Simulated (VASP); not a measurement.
A run of VASP 6.6.1 is set up as follows.

Contents of INCAR:

```
  AGGAC = 0.0
  ALGO = Normal
  EDIFF = 1E-7
  EDIFFG = -0.005
  ENCUT = 600
  GGA = MK
  IBRION = 2
  ISIF = 3
  ISMEAR = 0
  LASPH = T
  LCHARG = F
  LREAL = F
  LUSE_VDW = T
  LWAVE = F
  NELM = 80
  NSW = 90
  PARAM1 = 0.1234
  PARAM2 = 0.711357
  PREC = Accurate
  SIGMA = 0.03
  ZAB_VDW = -1.8867
```

File KPOINTS:

```
k-points
0
Gamma
  9 9 5
```

The input POSCAR:

```
ZnO                                     
1.0
    3.2590802964     -0.0000000000     -0.0000000000
   -1.6295401482      2.8224463269      0.0000000000
    0.0000000000      0.0000000000      5.2703273044
  Zn              O             
     2     2
Direct
     0.3333333300000021    0.6666666699999979    0.5003243411994375
     0.6666666699999979    0.3333333300000021    0.0003243411994374
     0.6666666699999979    0.3333333300000021    0.3786856588005635
     0.3333333300000021    0.6666666699999979    0.8786856588005635
```

Potentials or basis: VASP PAW PBE potentials, release 64 (Zn, O).

Run with:

```console
$ cat potpaw_PBE.64/Zn/POTCAR potpaw_PBE.64/O/POTCAR > POTCAR
$ mpirun -np 1 vasp_std > vasp.out
```

Q: What does it give for the band gap on the k mesh?

A: 0.75 eV, direct.

Final structure:
```cif
data_structure
_symmetry_space_group_name_H-M 'P 1'
_symmetry_Int_Tables_number 1
_cell_length_a 3.2591
_cell_length_b 3.2591
_cell_length_c 5.2703
_cell_angle_alpha 90.000
_cell_angle_beta 90.000
_cell_angle_gamma 120.000
_cell_volume 48.48
loop_
_atom_site_label
_atom_site_type_symbol
_atom_site_fract_x
_atom_site_fract_y
_atom_site_fract_z
_atom_site_occupancy
Zn1 Zn 0.33333 0.66667 0.50032 1
Zn2 Zn 0.66667 0.33333 0.00032 1
O1 O 0.66667 0.33333 0.37869 1
O2 O 0.33333 0.66667 0.87869 1
```

Caveat: the relaxation stopped at its first step, so nothing moved.
